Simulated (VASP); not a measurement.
# InP (F-43m) in VASP: band structure with HF

Aim: the band structure of InP with HF.

Program: VASP 6.6.1. These are calculated values, not measurements. Logs are shortened: lines on timing, memory, paths and dates and some standing lists are left out, and cuts for length are marked.

**The experiment to reproduce.**

A printed reference work, data compilation reports, for a bulk crystal of InP at 1.6 K: band gap 1.4236 eV (direct).

The runs below are set against these values where they give the same quantity.

### 1 Starting point

It takes space group F-43m (No. 216, cubic). The conventional cell has a = 5.958 Å, b = 5.958 Å, c = 5.958 Å, α = 90.00°, β = 90.00°, γ = 90.00°. In (site symmetry -43m) has 4 P at 2.58 Å as nearest neighbours. P (site symmetry -43m) has 4 In at 2.58 Å as nearest neighbours.

### 2 Band structure, HF

Input file POSCAR:

```
InP                                     
1.0
    0.0000000000      2.9788988845      2.9788988845
    2.9788988845      0.0000000000      2.9788988845
    2.9788988845      2.9788988845      0.0000000000
  In              P             
     1     1
Direct
     0.0000000000000000    0.0000000000000000    0.0000000000000000
     0.2500000000000000    0.2500000000000000    0.2500000000000000
```

Input file INCAR.step1:

```
SYSTEM = InP
PREC     = Accurate       ! precision mode
ENCUT    = 520            ! plane-wave cutoff, eV
EDIFF    = 1E-5           ! SCF threshold, eV
ISMEAR   = 0              ! smearing method
SIGMA    = 0.02           ! smearing width, eV
LREAL    = .FALSE.        ! projectors in reciprocal space
LASPH    = .TRUE.         ! aspherical terms in the spheres
NELM     = 100            ! most SCF steps
ALGO     = Normal         ! electronic algorithm
ISIF     = 2              ! what is computed and relaxed
LWAVE    = .TRUE.         ! write WAVECAR
LCHARG   = .FALSE.        ! write CHGCAR
NBANDS   = 16             ! bands
KPAR     = 4            
GGA      = PE             ! functional
```

Input file INCAR.step2:

```
SYSTEM = InP
PREC     = Accurate       ! precision mode
ENCUT    = 520            ! plane-wave cutoff, eV
EDIFF    = 1E-7           ! SCF threshold, eV
ISMEAR   = 0              ! smearing method
SIGMA    = 0.02           ! smearing width, eV
LREAL    = .FALSE.        ! projectors in reciprocal space
LASPH    = .TRUE.         ! aspherical terms in the spheres
NELM     = 100            ! most SCF steps
ALGO     = Normal         ! electronic algorithm
ISIF     = 2              ! what is computed and relaxed
LWAVE    = .FALSE.        ! write WAVECAR
LCHARG   = .FALSE.        ! write CHGCAR
GGA      = PE             ! functional
LHFCALC  = .TRUE.         ! exact exchange
AEXX     = 1.0            ! exact-exchange fraction
ALDAC    = 0.0          
AGGAC    = 0.0          
PRECFOCK = Fast         
HFRCUT   = -1           
NBANDS   = 16             ! bands
KPAR     = 4            
ISTART   = 1
```

Input file KPOINTS:

```
regular mesh
0
G
  6 6 6
  0 0 0
```

Input file KPOINTS_OPT:

```
path GXWKGLUWLK,UX
12
line-mode
reciprocal
 0.0000000000  0.0000000000  0.0000000000  G
 0.5000000000  0.0000000000  0.5000000000  X

 0.5000000000  0.0000000000  0.5000000000  X
 0.5000000000  0.2500000000  0.7500000000  W

 0.5000000000  0.2500000000  0.7500000000  W
 0.3750000000  0.3750000000  0.7500000000  K

 0.3750000000  0.3750000000  0.7500000000  K
 0.0000000000  0.0000000000  0.0000000000  G

 0.0000000000  0.0000000000  0.0000000000  G
 0.5000000000  0.5000000000  0.5000000000  L

 0.5000000000  0.5000000000  0.5000000000  L
 0.6250000000  0.2500000000  0.6250000000  U

 0.6250000000  0.2500000000  0.6250000000  U
 0.5000000000  0.2500000000  0.7500000000  W

 0.5000000000  0.2500000000  0.7500000000  W
 0.5000000000  0.5000000000  0.5000000000  L

 0.5000000000  0.5000000000  0.5000000000  L
 0.3750000000  0.3750000000  0.7500000000  K

 0.6250000000  0.2500000000  0.6250000000  U
 0.5000000000  0.0000000000  0.5000000000  X
```

Potentials or basis: VASP PAW PBE potentials, release 64 (In_d, P).

Command:

```bash
cat potpaw_PBE.64/In_d/POTCAR potpaw_PBE.64/P/POTCAR > POTCAR
cp INCAR.step1 INCAR
mpirun -np 4 vasp_std > vasp.out
cp INCAR.step2 INCAR
mpirun -np 4 vasp_std > vasp.out
```

OUTCAR:

```text
SYSTEM = InP
   PREC = Accurate
   ENCUT = 520
   EDIFF = 1E-7
   ISMEAR = 0
   LREAL = .FALSE.
   LASPH = .TRUE.
   NELM = 100
   ISIF = 2
   GGA = PE
   LHFCALC = .TRUE.
   AEXX = 1.0
   PRECFOCK = Fast
   ISTART = 1

 ion  position               nearest neighbor table
   1  0.000  0.000  0.000-   2 2.58   2 2.58   2 2.58   2 2.58
   2  0.250  0.250  0.250-   1 2.58   1 2.58   1 2.58   1 2.58

  LATTYP: Found a face centered cubic cell.
 ALAT       =     5.9577977690

  Lattice vectors:

 A1 = (   0.0000000000,   2.9788988845,   2.9788988845)
 A2 = (   2.9788988845,   0.0000000000,   2.9788988845)
 A3 = (   2.9788988845,   2.9788988845,   0.0000000000)

Analysis of symmetry for initial positions (statically):
=====================================================================
 Subroutine PRICEL returns:
 Original cell was already a primitive cell.

 Routine SETGRP: Setting up the symmetry group for a
 face centered cubic supercell.

 Subroutine GETGRP returns: Found 24 space group operations
 (whereof 24 operations were pure point group operations)
 out of a pool of 48 trial point group operations.

The static configuration has the point symmetry T_d .

Analysis of symmetry for dynamics (positions and initial velocities):
=====================================================================
 Subroutine PRICEL returns:
 Original cell was already a primitive cell.

 Routine SETGRP: Setting up the symmetry group for a
 face centered cubic supercell.

 Subroutine GETGRP returns: Found 24 space group operations
 (whereof 24 operations were pure point group operations)
 out of a pool of 48 trial point group operations.

The dynamic configuration has the point symmetry T_d .

 Subroutine INISYM returns: Found 24 space group operations
 (whereof 24 operations are pure point group operations),
 and found     1 'primitive' translations

----------------------------------------------------------------------------------------

                                     Primitive cell

  volume of cell :      52.8685

  direct lattice vectors                    reciprocal lattice vectors
     0.000000000  2.978898884  2.978898884    -0.167847255  0.167847255  0.167847255
     2.978898884  0.000000000  2.978898884     0.167847255 -0.167847255  0.167847255
     2.978898884  2.978898884  0.000000000     0.167847255  0.167847255 -0.167847255
[... 81 lines left out ...]
   ISIF   =      2    stress and relaxation
   ISYM   =      3    0-nonsym 1-usesym 2-fastsym
   POTIM  = 0.5000    time-step for ionic-motion
   TEBEG  =    0.0;   TEEND  =   0.0 temperature during run
   PSTRESS=    0.0 pullay stress
   NELECT =      18.0000    total number of electrons
   NUPDOWN=      -1.0000    fix difference up-down
   EMIN   =  10.00;   EMAX   =-10.00  energy-range for DOS
   EFERMI =   0.00;   METHOD = LEGACY
   ISMEAR =     0;   SIGMA  =   0.02  broadening in eV -4-tet -1-fermi 0-gaus
   EFERMI_NEDOS =   21; number of points for ismear=-14 and -15
   IALGO  =     38    algorithm
   IMIX   =      1    mixing-type and parameters
     AMIX     =   0.40;   BMIX     =  1.00
     AMIX_MAG =   1.60;   BMIX_MAG =  1.00
  volume/ion in A,a.u.               =      26.43       178.39
  Fermi-wavevector in a.u.,A,eV,Ry     =   1.143141  2.160224 17.779712  1.306772
  Thomas-Fermi vector in A             =   2.279837
   LORBIT       =      0    0 simple, 1 ext, 2 COOP (PROOUT), +10 PAW based schemes
   GGA     = PE    functional components
   LHFCALC =     T    Hartree Fock is set to
   PRECFOCK=fast      Normal, Fast or Accurate (Low or Medium for compatibility)
   ENCUT4O =  -1.0   cutoff for four orbital integrals eV
   NKREDX  =     1    reduce k-point grid by
   NKREDY  =     1    reduce k-point grid by
   NKREDZ  =     1    reduce k-point grid by
   AEXX    =    1.0000 exact exchange contribution
   HFSCREEN=    0.0000 screening length (either q_TF or 0.3 A-1)
   HFSCREENC=   0.0000 screening length for correlation (either q_TF or 0.3 A-1)
   ENCUTFOCK=  -1.0 apply spherical cutoff to Coloumb kernel
   IVDW    =     0    specifies the selected vdW correction
   LEPSILON=     F    determine dielectric tensor
   LRPA    =     F    only Hartree local field effects (RPA)
 non-spin polarized calculation
 Gauss-broadening in eV      SIGMA  =   0.02
  energy-cutoff  :      520.00
  volume of cell :       52.87
 maximum number of plane-waves:      1435
  NGX = 18; NGY = 18; NGZ = 18

 number of electron      18.0000005 magnetization

 Free energy of the ion-electron system (eV)
  ---------------------------------------------------
  ext. energy  EPLUGINS =         0.00000000
  ---------------------------------------------------
  free energy    TOTEN  =       -16.21538975 eV

  energy without entropy =      -16.21538975  energy(sigma->0) =      -16.21538975

 E-fermi :   2.8336     XC(G=0):   0.0000

 val. band max:        2.6966555895   @ k =   0.0000   0.0000   0.0000
 cond. band min:       9.4799411112   @ k =   0.0000   0.0000   0.0000
 fundamental gap:      6.7832855217
 Fermi energy:         2.8336028486

 k-point     1 :       0.0000    0.0000    0.0000
  band No.  band energies     occupation
      1     -18.0802      2.00000
      2     -18.0802      2.00000
      3     -18.0802      2.00000
      4     -17.9026      2.00000
      5     -17.9026      2.00000
      6     -13.3259      2.00000
[... 281 lines left out ...]
      3     -17.9887      2.00000
      4     -17.9288      2.00000
      5     -17.8883      2.00000
      6     -10.3452      2.00000
[... 8 lines left out ...]
     15      22.0387      0.00000
     16      22.4026      0.00000

------------------------ aborting loop because EDIFF is reached ----------------------------------------

  FORCE on cell =-STRESS in cart. coord.  units (eV):
  Direction    XX          YY          ZZ          XY          YZ          ZX
  --------------------------------------------------------------------------------------
  -------------------------------------------------------------------------------------
  Total        0.1501767      0.1501767      0.1501767      0.0000000      0.0000000     -0.0000000
  in kB        4.5510957      4.5510957      4.5510957      0.0000000      0.0000000     -0.0000000
  external PRESSURE =       4.5510957 kB  Pullay stress =       0.0000000 kB

 VOLUME and BASIS-vectors are now :
 -----------------------------------------------------------------------------
  energy-cutoff  :      520.00
  volume of cell :       52.87
      direct lattice vectors                 reciprocal lattice vectors
     0.000000000  2.978898884  2.978898884    -0.167847255  0.167847255  0.167847255
     2.978898884  0.000000000  2.978898884     0.167847255 -0.167847255  0.167847255
     2.978898884  2.978898884  0.000000000     0.167847255  0.167847255 -0.167847255

 POSITION                                       TOTAL-FORCE (eV/Angst)
 -----------------------------------------------------------------------------------
      0.00000      0.00000      0.00000         0.000000      0.000000      0.000000
      1.48945      1.48945      1.48945        -0.000000     -0.000000     -0.000000
 -----------------------------------------------------------------------------------
    total drift:                                0.000001      0.000003      0.000001

  FREE ENERGIE OF THE ION-ELECTRON SYSTEM (eV)
  ---------------------------------------------------
  free  energy   TOTEN  =       -16.2153897519 eV

  energy  without entropy=      -16.2153897519  energy(sigma->0) =      -16.21538975
```

OUTCAR.step1:

```text
SYSTEM = InP
   PREC = Accurate
   ENCUT = 520
   EDIFF = 1E-5
   ISMEAR = 0
   LREAL = .FALSE.
   LASPH = .TRUE.
[... 515 lines left out ...]
      0.00000      0.00000      0.00000         0.000000      0.000000      0.000000
      1.48945      1.48945      1.48945        -0.000000     -0.000000     -0.000000
 -----------------------------------------------------------------------------------
    total drift:                               -0.000000     -0.000000     -0.000000

  FREE ENERGIE OF THE ION-ELECTRON SYSTEM (eV)
  ---------------------------------------------------
  free  energy   TOTEN  =        -8.3954078893 eV

  energy  without entropy=       -8.3954078893  energy(sigma->0) =       -8.39540789
```

OSZICAR.step1:

```text
N       E                     dE             d eps       ncg     rms          rms(c)
DAV:   1     0.112258120307E+03    0.11226E+03   -0.83243E+03   536   0.122E+03
DAV:   2    -0.153725460490E+01   -0.11380E+03   -0.10829E+03   584   0.302E+02
DAV:   3    -0.860228832393E+01   -0.70650E+01   -0.70368E+01   648   0.724E+01
DAV:   4    -0.879079089068E+01   -0.18850E+00   -0.18844E+00   656   0.131E+01
DAV:   5    -0.880189305768E+01   -0.11102E-01   -0.11102E-01   800   0.268E+00    0.527E+00
DAV:   6    -0.841865168751E+01    0.38324E+00   -0.62351E-01   808   0.123E+01    0.317E+00
DAV:   7    -0.839376200885E+01    0.24890E-01   -0.14719E-01   720   0.289E+00    0.120E+00
DAV:   8    -0.839449077039E+01   -0.72876E-03   -0.14198E-02   624   0.137E+00    0.278E-01
DAV:   9    -0.839518913821E+01   -0.69837E-03   -0.13367E-03   616   0.393E-01    0.149E-01
DAV:  10    -0.839533036863E+01   -0.14123E-03   -0.21194E-04   752   0.169E-01    0.959E-02
DAV:  11    -0.839540835646E+01   -0.77988E-04   -0.11176E-04   576   0.862E-02    0.390E-02
DAV:  12    -0.839540788930E+01    0.46716E-06   -0.69070E-06   488   0.286E-02
   1 F= -.83954079E+01 E0= -.83954079E+01  d E =-.610348E-15
```

Wall time 30 min (4 MPI ranks of Intel Xeon Platinum 8488C (Sapphire Rapids), shared host); peak memory 0.26 GiB.

Results:

```
Free energy             : -16.2154 eV
Pressure                : 0.5 GPa
Band gap on the k mesh  : 6.78 eV, direct
Band gap along the path : 6.78 eV, direct
```

Levels at the corners of the path, in eV from the valence-band top:
| point | band 7 | band 8 | band 9 | band 10 | band 11 | band 12 |
| --- | --- | --- | --- | --- | --- | --- |
| Γ | 0.00 | 0.00 | 0.00 | 6.78 | 10.60 | 10.60 |
| X | -7.42 | -2.98 | -2.98 | 7.47 | 8.38 | 16.86 |
| X | -7.42 | -2.98 | -2.98 | 7.47 | 8.38 | 16.86 |
| W | -7.16 | -3.79 | -3.59 | 10.42 | 11.48 | 12.41 |
| W | -7.16 | -3.79 | -3.59 | 10.42 | 11.48 | 12.41 |
| K | -7.20 | -4.18 | -2.47 | 8.34 | 11.03 | 14.61 |
| K | -7.20 | -4.18 | -2.47 | 8.34 | 11.03 | 14.61 |
| Γ | 0.00 | 0.00 | 0.00 | 6.78 | 10.60 | 10.60 |
| Γ | 0.00 | 0.00 | 0.00 | 6.78 | 10.60 | 10.60 |
| L | -7.44 | -1.24 | -1.24 | 7.62 | 11.35 | 11.35 |
| L | -7.44 | -1.24 | -1.24 | 7.62 | 11.35 | 11.35 |
| U | -7.20 | -4.18 | -2.47 | 8.34 | 11.03 | 14.61 |
| U | -7.20 | -4.18 | -2.47 | 8.34 | 11.03 | 14.61 |
| W | -7.16 | -3.79 | -3.59 | 10.42 | 11.48 | 12.41 |
| W | -7.16 | -3.79 | -3.59 | 10.42 | 11.48 | 12.41 |
| L | -7.44 | -1.24 | -1.24 | 7.62 | 11.35 | 11.35 |
| L | -7.44 | -1.24 | -1.24 | 7.62 | 11.35 | 11.35 |
| K | -7.20 | -4.18 | -2.47 | 8.34 | 11.03 | 14.61 |
| U | -7.20 | -4.18 | -2.47 | 8.34 | 11.03 | 14.61 |
| X | -7.42 | -2.98 | -2.98 | 7.47 | 8.38 | 16.86 |

Caveat: the PAW data sets were made with another functional, which shifts forces and pressure a little; spin-orbit coupling is left out, which moves the levels of the heavy elements.

### 3 How close it comes

Step 2. Against the measured gap of InP, 1.4236 eV (direct; 1.6 K; a printed reference work, data compilation), the calculated 6.78 eV is off by +5.36 eV. So large a miss can be the level of theory's own, or it may mean another phase, state or a wrong row. Spin-orbit coupling on In is left out. The value is that of HF, without temperature or zero-point motion.
